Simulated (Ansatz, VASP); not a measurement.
# Two plane-wave programs on HfO2

The input INCAR:

```
PREC = Accurate
ENCUT = 520
EDIFF = 1E-6
ISMEAR = 0
SIGMA = 0.05
LREAL = False
LASPH = True
NELM = 60
ALGO = Normal
ISIF = 2
LWAVE = False
LCHARG = False
GGA = PS
NBANDS = 18
```

KPOINTS

```
regular mesh
0
Gamma
  8 8 8
```

Contents of POSCAR:

```
HfO2
1.0
   -0.2023102911      2.4690403832      2.4690403832
    2.4690403832     -0.2023102911      2.4690403832
    2.4690403832      2.4690403832     -0.2023102911
Hf O
1 2
Direct
    0.0000000000      0.0000000000      0.0000000000
    0.2500000000      0.2500000000      0.2500000000
    0.7500000000      0.7500000000      0.7500000000
```

Input for Ansatz:

```yaml
crystal:
  lattice:
    - [-0.2023102911, 2.4690403832, 2.4690403832]
    - [2.4690403832, -0.2023102911, 2.4690403832]
    - [2.4690403832, 2.4690403832, -0.2023102911]
  atoms:
    - { symbol: Hf, position: [0.0, 0.0, 0.0] }
    - { symbol: O, position: [0.25, 0.25, 0.25] }
    - { symbol: O, position: [0.75, 0.75, 0.75] }
basis:
  ecutwfc: 520.0
kpoints:
  mp_grid: { grid: [8, 8, 8] }
hamiltonian:
  xc: pbesol
  pseudopotentials: { kind: paw, azcp: { folder: soft_1 } }
scf:
  occupations: { method: gaussian, width: 0.05 }
output:
  forces: true
  stress: true
  eigenvalues: true
```

Alike in both runs: task single point; functional PBEsol; k mesh 8 × 8 × 8; occupations gaussian, width 0.05 eV; no spin polarisation.

```csv
,VASP,Ansatz
version,VASP 6.6.1,Ansatz 0.2.0
potentials or method,"VASP PAW PBE potentials, release 64 (Hf_pv, O)","scalar-relativistic, plane waves, PAW"
plane-wave cutoff (eV),520,520
valence electrons in the cell,22,38
```

```tsv
	VASP	Ansatz	Ansatz less VASP
gap on the k mesh at the Fermi level (eV)	3.73	3.71	-0.014
least direct gap on the mesh (eV)	3.73	3.71	-0.014
pressure (GPa)	-10.9	-7.6	+3.23
largest component of the traceless stress (GPa)	8.87	9.17	+0.309
rms of the force components (eV/Å)	0.567	0.602	+0.0348
```

Atom by atom the forces differ by 0.035 eV/Å (rms over components). The two sets of potentials don't hold the same shells in valence. Ansatz warned: «pseudo_functional_mismatch».

Caveats: the PAW data sets were made with another functional, which shifts forces and pressure a little (VASP); spin-orbit coupling is left out, which moves the levels of the heavy elements. A k mesh can miss the band edges.
